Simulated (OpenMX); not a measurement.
The system is MoS2.

```
Mo S
1.0
     3.22746    0.00000    0.00000
    -1.61373    2.79507    0.00000
     0.00000    0.00000    6.31247
Mo S
1 2
Direct
  0.00000 0.00000 0.50000
  0.66667 0.33333 0.74468
  0.33333 0.66667 0.25532
```

Measurements of this composition are mostly on another form, of space group No. 194.

Base run:

```yaml
Program: OpenMX 3.8.5
Functional: PBE
Potentials_or_basis: OpenMX 2013 PBE set, Mo7.0-s3p2d2, S7.0-s2p2d1f1, grid cutoff 400 Ry
k_mesh: 7 × 7 × 3
Occupations: fermi-dirac, width 0.05 eV
Spin: no spin polarisation
```

Its results: pressure 4.1 GPa; largest force 0.777 eV/Å.

Question: The run is repeated on the same cell with these changes: functional from PBE to LDA; potentials or basis from OpenMX 2013 PBE set, Mo7.0-s3p2d2, S7.0-s2p2d1f1, grid cutoff 400 Ry to OpenMX 2013 LDA set, Mo7.0-s3p2d2, S7.0-s2p2d1f1, grid cutoff 400 Ry. What comes out?

Answer: Pressure -3.0 GPa; largest force 0.335 eV/Å.

Caveats: the basis of atomic orbitals isn't converged, which shifts pressures, moduli and gaps; this functional lacks dispersion, which binds the layers, so the pressure and a relaxed spacing across them are unreliable (some runs).
